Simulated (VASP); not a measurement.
Runs of VASP 6.6.1 on KBr. All rows change the cell; the cell of one of them follows. Symmetry: P4/mmm, No. 123, tetragonal system. Conventional cell: a = 3.929 Å, b = 3.929 Å, c = 3.976 Å, α = 90.00°, β = 90.00°, γ = 90.00°. K (site symmetry 4/mmm) is surrounded by 8 Br at 3.42 Å. Br (site symmetry 4/mmm) has 8 K at 3.42 Å as nearest neighbours. The cell was built by a generator and needn't be a form met in nature.

```csv
level,cell,k mesh,smearing,exchange at q = 0,grid for exact exchange (PRECFOCK),screening parameter,gap on the mesh (eV),pressure (GPa)
HSE06,biaxial_xy strain -1.2%,4 × 4 × 4,gaussian 0.01 eV,truncated,Normal,0.2079 1/A,5.25,1.0
PBE,epitaxial_111 strain -3.3%,6 × 6 × 6,fermi-dirac 0.02 eV,-,-,-,(a),(c)
PBE,epitaxial_xy strain +1.8%,6 × 6 × 6,fermi-dirac 0.02 eV,-,-,-,3.84,(b)
r2SCAN,biaxial_xy strain -1.2%,6 × 6 × 6,gaussian 0.01 eV,-,-,-,4.84,0.5
```

Alike in all rows: task single point; potentials or basis VASP PAW PBE potentials, release 64 (K_sv, Br); no spin polarisation; cutoff (eV) 520.

Problem. Fill in the values left out.

Solution. (a) 4.09; (b) 0.3; (c) 1.3.

Caveats: the PAW data sets were made with another functional, which shifts forces and pressure a little (some runs).

A k mesh can miss the band edges, and the runs leave out spin-orbit coupling on Br.
